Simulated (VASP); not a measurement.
Input of a VASP 6.6.1 run:

The input INCAR:

```
PREC = Accurate ; ENCUT = 600
EDIFF = 1E-7 ; ISMEAR = -1
SIGMA = 0.15 ; LREAL = False
LASPH = True ; NELM = 100
ALGO = Normal ; ISIF = 3
LWAVE = False ; LCHARG = False
GGA = PE ; IBRION = 2
NSW = 80 ; EDIFFG = -0.001
```

The input KPOINTS:

```
regular mesh
0
Gamma
  15 15 12
```

File POSCAR:

```
ZrB2
1.0
    3.1711659775      0.0000000000      0.0000000000
   -1.5855829887      2.7463102961      0.0000000000
    0.0000000000      0.0000000000      3.5422975713
Zr B
1 2
Direct
    0.0000000000      0.0000000000      0.0000000000
    0.3333333333      0.6666666667      0.5000000000
    0.6666666667      0.3333333333      0.5000000000
```

Potentials or basis: VASP PAW PBE potentials, release 64 (Zr_sv, B).

The run is started by

```sh
$ cat potpaw_PBE.64/Zr_sv/POTCAR potpaw_PBE.64/B/POTCAR > POTCAR
$ mpirun -np 1 vasp_std > vasp.out
```

Predict the band gap on the k mesh.

none (metal or under the smearing width).

What does it give for the space group after relaxing (to 0.05 Å)?

P6/mmm (No. 191).

Estimate the relaxed cell.

a = 3.172 Å, b = 3.172 Å, c = 3.543 Å, α = 90.00°, β = 90.00°, γ = 120.00°.

Final structure:
```
Zr B
1.0
     3.17197    0.00000    0.00000
    -1.58598    2.74700    0.00000
     0.00000    0.00000    3.54306
Zr B
1 2
Direct
  0.00000 0.00000 0.00000
  0.33333 0.66667 0.50000
  0.66667 0.33333 0.50000
```
